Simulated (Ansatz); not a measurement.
The system is BP.

```xyz
2
Lattice="0.0000 2.2690 2.2690 2.2690 0.0000 2.2690 2.2690 2.2690 0.0000" Properties=species:S:1:pos:R:3 pbc="T T T"
P     3.4035    3.4035    3.4035
B     0.0000    0.0000    0.0000
```

* Program: Ansatz 0.2.0
* Task: relaxation of cell and atoms
* Functional: revPBE
* Potentials or basis: Ansatz PAW
* Cutoff: 420 eV (not typed: the program's choice for these potentials)
* k mesh: 10 × 10 × 10
* Occupations: fermi-dirac, width 0.05 eV
* Spin: no spin polarisation

At the start: volume 11.68 Å³/atom.

Question: Where does the relaxation end?

Answer: It ends after 6 steps and the volume is 11.92 Å³/atom (+2.0 %); space group F-43m (No. 216, to 0.05 Å).

Step by step:
```tsv
step	energy change (eV)	largest force (eV/Å)	volume (Å³)
1	0.0000	0.0000	23.36
2	-0.0036	0.0000	23.62
3	-0.0044	0.0000	23.83
4	-0.0048	0.0000	23.83
5	-0.0048	0.0000	23.84
6	-0.0048	0.0000	23.84
```

Final structure:
```
P B
1.0
     0.00000    2.28427    2.28427
     2.28427    0.00000    2.28427
     2.28427    2.28427    0.00000
P B
1 1
Direct
  0.75000 0.75000 0.75000
  0.00000 0.00000 0.00000
```

Caveat: the plane-wave basis is chosen anew once the cell has moved, so the energies of steps on either side of that aren't comparable; the PAW data sets come from PBE, with cores solved anew for the run's functional, which leaves a small shift of forces and pressure.
